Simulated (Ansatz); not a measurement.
Runs of Ansatz 0.2.0 on TePt. The structure is cubic, space group Pm-3m (No. 221). The conventional cell has a = 3.559 Å, b = 3.559 Å, c = 3.559 Å, α = 90.00°, β = 90.00°, γ = 90.00°. Around Pt (site symmetry m-3m) lie 8 Te at 3.08 Å. Te (site symmetry m-3m) has 8 Pt at 3.08 Å as nearest neighbours. Measurements of this composition are mostly on another form, of space group No. 166.

```tsv
task	level	spin	cell	cutoff (eV)	points for each segment of the path	gap on the mesh (eV)	pressure (GPa)	relaxed volume (Å³/atom)
single point	PBE0	SOC, no magnetisation	as given	420	-	none	-13.1	-
single point	r2SCAN50	off	as given	500	-	none	-16.1	-
single point	r2SCANh	off	as given	500	-	none	(b)	-
single point	B3LYP	off	as given	420	-	none	-6.2	-
band structure	HSEsol	off	as given	420	4	none	-16.3	-
relaxation of cell and atoms	PBE0	off	relaxed	420	-	none	0.0	19.85
relaxation of cell and atoms	B3LYP	off	relaxed	420	-	none	0.0	21.18
relaxation of cell and atoms	HF	off	relaxed	420	-	none	0.0	(a)
```

Alike in all rows: potentials or basis Ansatz PAW; k mesh 4 × 4 × 4; smearing fermi-dirac 0.05 eV; the mesh is coarse, so values aren't converged.

Question: Fill in the values left out.

Answer: (a) 21.31; (b) -12.4.

Caveats: all runs use coarse meshes; the PAW data sets come from PBE, with cores solved anew for the run's functional, which leaves a small shift of forces and pressure; the thresholds are loose for stress (some runs); the plane-wave basis is chosen anew once the cell has moved, so the energies of steps on either side of that aren't comparable (some runs); so large a pressure means that the cell lies far from this level's equilibrium, or that cutoff or potentials fall short (some runs); spin-orbit coupling is left out, which moves the levels of the heavy elements (some runs).

A k mesh can miss the band edges, and rows without SOC leave out spin-orbit coupling on Pt, Te.

A gap of «none» marks a metal or a gap under the smearing width.
